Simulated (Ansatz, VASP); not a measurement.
## One calculation of Cd, two programs

File INCAR:

```
SYSTEM = Cd
PREC     = Accurate       ! precision mode
ENCUT    = 520            ! plane-wave cutoff, eV
EDIFF    = 1E-6           ! SCF threshold, eV
ISMEAR   = 0              ! smearing method
SIGMA    = 0.1            ! smearing width, eV
LREAL    = .False.        ! projectors in reciprocal space
LASPH    = .True.         ! aspherical terms in the spheres
NELM     = 150            ! most SCF steps
ALGO     = Normal         ! electronic algorithm
ISIF     = 2              ! what is computed and relaxed
LWAVE    = .False.        ! write WAVECAR
LCHARG   = .False.        ! write CHGCAR
LDAU     = .True.         ! DFT+U
LDAUTYPE = 2            
LDAUL    = 2              ! shell
LDAUU    = 1.4            ! U, eV
LDAUJ    = 0            
LDAUPRINT= 1            
GGA      = PE             ! functional
NBANDS   = 19             ! bands
```

The input KPOINTS:

```
Automatic mesh
0
Gamma
  6 6 4
  0 0 0
```

The input POSCAR:

```
Cd
1.0
    2.9788725081      0.0000000000      0.0000000000
   -1.4894362540      2.5797792666      0.0000000000
    0.0000000000      0.0000000000      5.6176500000
Cd
2
Direct
    0.3333333333      0.6666666667      0.2500000000
    0.6666666667      0.3333333333      0.7500000000
```

Input for Ansatz:

```yaml
crystal:
  lattice:
    - [2.9788725081, 0.0, 0.0]
    - [-1.489436254, 2.5797792666, 0.0]
    - [0.0, 0.0, 5.61765]
  atoms:
    - { symbol: Cd, position: [0.3333333333, 0.6666666667, 0.25] }
    - { symbol: Cd, position: [0.6666666667, 0.3333333333, 0.75] }
basis:
  ecutwfc: 420
kpoints:
  mp_grid: { grid: [6, 6, 4] }
hamiltonian:
  xc: pbe
  hubbard: { sites: [{ species: Cd, l: d, u_eff: 1.4 }] }
scf:
  occupations: { method: gaussian, width: 0.1 }
output:
  forces: true
  stress: true
  eigenvalues: true
```

Alike in both runs: task single point; functional PBE; k mesh 6 × 6 × 4; occupations gaussian, width 0.1 eV; no spin polarisation; Hubbard terms Cd d U = 1.4 eV.

|  | VASP | Ansatz |
| --- | --- | --- |
| version | VASP 6.6.1 | Ansatz 0.2.0 |
| potentials or method | VASP PAW PBE potentials, release 64 (Cd) | scalar-relativistic, plane waves, PAW |
| plane-wave cutoff (eV) | 520 | 420 |
| valence electrons in the cell | 24 | 40 |

Ansatz gave:

* gap on the k mesh at the Fermi level (eV): none
* pressure (GPa): 4.2
* largest component of the traceless stress (GPa): 0.50

Estimate VASP's values.

gap on the k mesh at the Fermi level (eV): none; pressure (GPa): 4.4; largest component of the traceless stress (GPa): 0.64.

The programs project onto different local orbitals, so the same U acts differently. A gap of «none» marks a metal or a gap that the smearing closes. The two sets of potentials don't hold the same shells in valence. Ansatz warned: «filled_band_counts_differ_across_k_points».

Caveats: the k mesh is coarse (spacing up to 0.41 Å⁻¹), so the values aren't converged; U without spin polarisation on a metal has little footing; the U is typed as a test and isn't derived for this compound.
